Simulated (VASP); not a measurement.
A run of VASP 6.6.1 is set up as follows.

The input INCAR:

```
  PREC = Accurate
  ENCUT = 600
  EDIFF = 1E-6
  ISMEAR = -1
  SIGMA = 0.05
  LREAL = F
  LASPH = T
  NELM = 100
  ALGO = Normal
  ISIF = 3
  LWAVE = F
  LCHARG = F
  GGA = PE
  IBRION = 2
  NSW = 60
  EDIFFG = -0.01
```

The input KPOINTS:

```
Automatic mesh
0
Gamma
  10 10 10
```

File POSCAR:

```
SiC
1.0
    0.0000000000      2.1790000000      2.1790000000
    2.1790000000      0.0000000000      2.1790000000
    2.1790000000      2.1790000000      0.0000000000
Si C
1 1
Direct
    0.0000000000      0.0000000000      0.0000000000
    0.7500000000      0.7500000000      0.7500000000
```

Potentials or basis: VASP PAW PBE potentials, release 54 (Si, C).

Launch:

```console
$ cat potpaw_PBE.54/Si/POTCAR potpaw_PBE.54/C/POTCAR > POTCAR
$ mpirun -np 1 vasp_std > vasp.out
```

Q: Estimate the space group after relaxing (to 0.05 Å).

A: F-43m (No. 216).

Q: Predict the relaxed cell.

A: a = 3.096 Å, b = 3.096 Å, c = 3.096 Å, α = 60.00°, β = 60.00°, γ = 60.00°.

Final structure:
```
Si C
1.0
     0.00000    2.18924    2.18924
     2.18924    0.00000    2.18924
     2.18924    2.18924    0.00000
Si C
1 1
Direct
  0.00000 0.00000 0.00000
  0.75000 0.75000 0.75000
```

PBE usually gives volumes a little too large and moduli too small. Zero-point motion and thermal expansion aren't in these numbers.
